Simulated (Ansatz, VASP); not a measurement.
One calculation of AlN, two programs

Contents of POSCAR:

```
AlN
1.0
    3.1066945035      0.0000000000      0.0000000000
   -1.5533472517      2.6904763619      0.0000000000
    0.0000000000      0.0000000000      4.9785885504
Al N
2 2
Direct
    0.3333333333      0.6666666667     -0.0007956040
    0.6666666667      0.3333333333      0.4992043960
    0.3333333333      0.6666666667      0.3807956040
    0.6666666667      0.3333333333      0.8807956040
```

The input INCAR.step1:

```
SYSTEM = AlN
ALGO     = Normal         ! electronic algorithm
EDIFF    = 1E-4           ! SCF threshold, eV
ENCUT    = 520            ! plane-wave cutoff, eV
GGA      = PE             ! functional
ISMEAR   = 0              ! smearing method
LASPH    = .TRUE.         ! aspherical terms in the spheres
LCHARG   = .FALSE.        ! write CHGCAR
LREAL    = .FALSE.        ! projectors in reciprocal space
LWAVE    = .TRUE.         ! write WAVECAR
NBANDS   = 16             ! bands
NELM     = 100            ! most SCF steps
PREC     = Accurate       ! precision mode
SIGMA    = 0.01           ! smearing width, eV
```

Contents of INCAR.step2:

```
SYSTEM = AlN
ALGO     = Normal         ! electronic algorithm
EDIFF    = 1E-6           ! SCF threshold, eV
ENCUT    = 520            ! plane-wave cutoff, eV
ISIF     = 2              ! what is computed and relaxed
ISMEAR   = 0              ! smearing method
ISTART   = 1            
LASPH    = .TRUE.         ! aspherical terms in the spheres
LCHARG   = .FALSE.        ! write CHGCAR
LMIXTAU  = .TRUE.       
LREAL    = .FALSE.        ! projectors in reciprocal space
LWAVE    = .FALSE.        ! write WAVECAR
METAGGA  = R2SCAN         ! meta-GGA
NBANDS   = 16             ! bands
NELM     = 100            ! most SCF steps
PREC     = Accurate       ! precision mode
SIGMA    = 0.01           ! smearing width, eV
```

Contents of KPOINTS:

```
k-points
0
G
  6 6 4
  0 0 0
```

Input for Ansatz:

```yaml
crystal:
  lattice:
    - [3.1066945035, 0.0, 0.0]
    - [-1.5533472517, 2.6904763619, 0.0]
    - [0.0, 0.0, 4.9785885504]
  atoms:
    - { symbol: Al, position: [0.3333333333, 0.6666666667, -0.000795604] }
    - { symbol: Al, position: [0.6666666667, 0.3333333333, 0.499204396] }
    - { symbol: "N", position: [0.3333333333, 0.6666666667, 0.380795604] }
    - { symbol: "N", position: [0.6666666667, 0.3333333333, 0.880795604] }
kpoints:
  mp_grid: { grid: [6, 6, 4] }
hamiltonian:
  xc: r2scan
scf:
  occupations: { method: fixed }
output:
  optics:
    e_range: [0, 20]
    de: 0.2
    sigma: 0.03
    scissors: 2.5
    scheme: gaussian
  write_density: true
  write_potential: true
  elf: true
  volumetric_format: npy
```

Alike in both runs: task single point; functional r2SCAN; k mesh 6 × 6 × 4; no spin polarisation.

|  | VASP | Ansatz |
| --- | --- | --- |
| version | VASP 6.6.1 | Ansatz 0.2.0 |
| potentials or method | VASP PAW PBE potentials, release 64 (Al, N) | plane waves, PAW |
| plane-wave cutoff (eV) | 520 | 500 |
| occupations | gaussian, width 0.01 eV | fixed |
| valence electrons in the cell | 16 | 16 |

|  | VASP | Ansatz | Ansatz less VASP |
| --- | --- | --- | --- |
| gap on the k mesh at the Fermi level (eV) | 4.92 | 4.88 | -0.041 |

Caveats: the PAW data sets were made with another functional, which shifts forces and pressure a little (VASP). r2SCAN opens gaps a little over a GGA but as a rule still falls short of measured ones.
